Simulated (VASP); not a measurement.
Consider the following.

```yaml
crystal:
  lattice:
    - [1.85194, -3.20765, 0.00000]
    - [1.85194, 3.20765, 0.00000]
    - [0.00000, 0.00000, 3.94203]
  atoms:
    - { symbol: Li, position: [0.33333, 0.66667, 0.00000] }
    - { symbol: Li, position: [0.66667, 0.33333, 0.00000] }
    - { symbol: Li, position: [0.00000, 0.00000, 0.50000] }
    - { symbol: N, position: [0.00000, 0.00000, 0.00000] }
```

The numbers are results of PBE GGA, VASP's PBE PAW potentials (set 64) (plane waves; VASP 6.6.1), not measurements. Settings: 520 eV cut-off, 7×7×6 Γ-centred mesh, Gaussian smearing of 0.050 eV, potentials Li_sv N.

Problem. Give the stress tensor in GPa (positive for a compressed cell).

Solution. 
```
-2.79   0.00   0.00
 0.00  -2.79   0.00
 0.00   0.00  -2.72
```
The pressure is its mean diagonal, -2.77 GPa.

The compound is Li3N in the alpha structure. This cell is one point of a volume scan, at 1.06 of the reference volume.
